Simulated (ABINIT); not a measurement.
# SbPt: relaxation of cell and atoms with LDA

Crystal: SbPt.

```
Pt Sb
1.0
     4.12000    0.00000    0.00000
    -2.06000    3.56802    0.00000
     0.00000    0.00000    5.47000
Pt Sb
2 2
Cartesian
  0.0000 0.0000 2.7350
  0.0000 0.0000 0.0000
  2.0600 1.1893 4.1025
  0.0000 2.3787 1.3675
```

```json
{"Program": "ABINIT 10.8.3 (patched build)", "Task": "relaxation of cell and atoms", "Functional": "LDA", "Potentials or basis": "JTH PAW LDA v2.0 sp", "Cutoff": "544 eV", "k mesh": "6 × 6 × 4", "Occupations": "fermi-dirac, width 0.05 eV", "Spin": "no spin polarisation", "Cell freedom (optcell)": "2", "Optimiser (ionmov)": "2", "Cutoff smearing ecutsm (Ha)": "0.5", "Force stop (Ha/bohr)": "2e-05", "Fine-grid cutoff": "1088.46 eV"}
```

| Item | Value |
| --- | --- |
| Relaxed volume | 20.44 Å³/atom |
| Relaxed cell | a = 4.142 Å, b = 4.142 Å, c = 5.503 Å, α = 90.00°, β = 90.00°, γ = 120.00° |
| Space group after relaxing (to 0.05 Å) | P6_3/mmc (No. 194) |
| Energy gained by relaxing | 2.9 meV/atom |
| Ionic steps | 7 |
| Pressure after relaxing | 0.0 GPa |
| Band gap on the k mesh | none (metal or under the smearing width) |

The path:
```
step  energy change (eV)  largest force (eV/Å)  pressure (GPa)  volume (Å³)
   1              0.0000                0.0000            2.73        80.41
   2             -0.0086                0.0000            1.34        81.08
   3             -0.0114                0.0000            0.03        81.75
   4             -0.0114                0.0000            0.00        81.77
   5             -0.0114                0.0000            0.00        81.77
   6             -0.0114                0.0000            0.00        81.77
   7             -0.0114                0.0000            0.00        81.77
```

Final structure:
```yaml
crystal:
  lattice:
    - [4.14229, 0.00000, 0.00000]
    - [-2.07114, 3.58733, 0.00000]
    - [0.00000, 0.00000, 5.50280]
  atoms:
    - { symbol: Pt, position: [0.00000, 0.00000, 0.50000] }
    - { symbol: Pt, position: [0.00000, 0.00000, 0.00000] }
    - { symbol: Sb, position: [0.66667, 0.33333, 0.75000] }
    - { symbol: Sb, position: [0.33333, 0.66667, 0.25000] }
```

It took 5.5 min on 1 thread of Arm Neoverse V1, with other jobs on the host, peak memory 0.15 GiB.

Caveat: this set keeps more shells in the core, which shifts pressures and gaps. The run has no spin-orbit coupling, so splittings on Pt, Sb are missing.
